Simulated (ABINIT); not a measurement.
Planning a run of ABINIT 10.8.3 on BeTe (F-43m). The input:

```
acell 3*1.0 Angstrom
rprim 
  -0.000000000000 2.831458787600 2.831458787600
  2.831458787600 0.000000000000 2.831458787600
  2.831458787600 2.831458787600 0.000000000000
ntypat 2
znucl 4 52
natom 2
typat 1 2
xred 
  0.000000000000 0.000000000000 0.000000000000
  0.750000000000 0.750000000000 0.750000000000
pp_dirpath "pseudos"
pseudos "Be.upf, Te.upf"
ecut 49
ngkpt 4 4 4
nshiftk 1
shiftk 0 0 0
kptopt 1
chksymbreak 0
istwfk *1
occopt 1
irdwfk 1
optdriver 3
nband 132
ecuteps 6
inclvkb 2
awtr 1
symchi 1
gwcalctyp 10
mbpt_sciss 1.362 eV
nqptdm 1
qptdm 
  0 0 0
indata_prefix "in"
outdata_prefix "out"
tmpdata_prefix "tmp"
```

```sh
OMP_NUM_THREADS=1 mpirun -n 8 abinit run.abi > log
```

**Question.** How long will it take on 8 MPI ranks of Arm Neoverse N1, shared host, and how much memory?

It took 15 s; on shared hardware allow 7.6 s to 31 s. Peak host memory was 1.6 GiB.

[Paths, hosts, dates, memory and timing lines, banners, echoed tables and standing remarks are left out of the program output.]

[Logs are printed without paths, hosts, clocks, repeated set-up lines and the standing remarks that a program may print on its own settings, such as how far it seeks lower states.]

[Runs of the session that timed out or met a known fault of the program may be left out.]

[Hosts, paths, dates, database ids (printed as entryN), source tags and the programs' standing remarks are cut or masked in the printed files.]

[G0W0 gaps are taken among the corrected bands and points alone; a level outside them can change the order at an edge.]

[Where Ansatz stands beside ABINIT at settings called matched, ABINIT's density can come from a denser mesh and the files from another edition; pairs whose starting gaps differed by over 0.03 eV were left out, so agreement reads better than it is.]
